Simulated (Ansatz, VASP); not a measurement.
One calculation of Ti, two programs

```
Ti
1.0
    -1.54023    1.54023    1.54023
     1.54023   -1.54023    1.54023
     1.54023    1.54023   -1.54023
Ti
1
Cartesian
  0.0000 0.0000 0.0000
```

Change from the starting cell: volume scaled by 0.92, LAPW.

Alike in both runs: task single point; functional LDA; k mesh 19 × 19 × 19; occupations fermi-dirac, width 0.08 eV; no spin polarisation.

|  | VASP | Ansatz |
| --- | --- | --- |
| version | VASP 6.6.1 | Ansatz 0.2.0 |
| potentials or method | VASP PAW LDA potentials, release 64 (Ti_sv), cutoff 520 eV | all-electron LAPW, scalar-relativistic |

|  | VASP | Ansatz | Ansatz less VASP |
| --- | --- | --- | --- |
| pressure (GPa) | 11.1 | 11.4 | +0.24 |

Ansatz ran all-electron here, so the differences hold the error of VASP's frozen core and of both bases.
